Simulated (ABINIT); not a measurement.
## Au in ABINIT: the effect of potentials

Crystal: Au.

```
Au
1.0
     0.00000    2.03500    2.03500
     2.03500    0.00000    2.03500
     2.03500    2.03500    0.00000
Au
1
Direct
  0.00000 0.00000 0.00000
```

Alike in all runs:

```yaml
Program: ABINIT 10.8.3 (patched build)
Task: single point
Functional: PBEsol
k_mesh: 11 × 11 × 11
Occupations: fermi-dirac, width 0.05 eV
Spin: no spin polarisation
```

Task: One run gave: pressure 2.1 GPa. Which potentials did it use?
A. JTH PAW PBE v2.0
B. PseudoDojo NC SR PBEsol v0.4 stringent
C. PseudoDojo NC SR PBEsol v0.4.1 standard

Result: A.

```csv
potentials,cutoff,pressure (GPa)
PseudoDojo NC SR PBEsol v0.4.1 standard,1034 eV,1.2
PseudoDojo NC SR PBEsol v0.4 stringent,1034 eV,1.2
JTH PAW PBE v2.0,544 eV,2.1
```

Caveats: the PAW data sets were made with another functional, which shifts forces and pressure a little (some runs).

The runs don't all hold the same shells in valence.
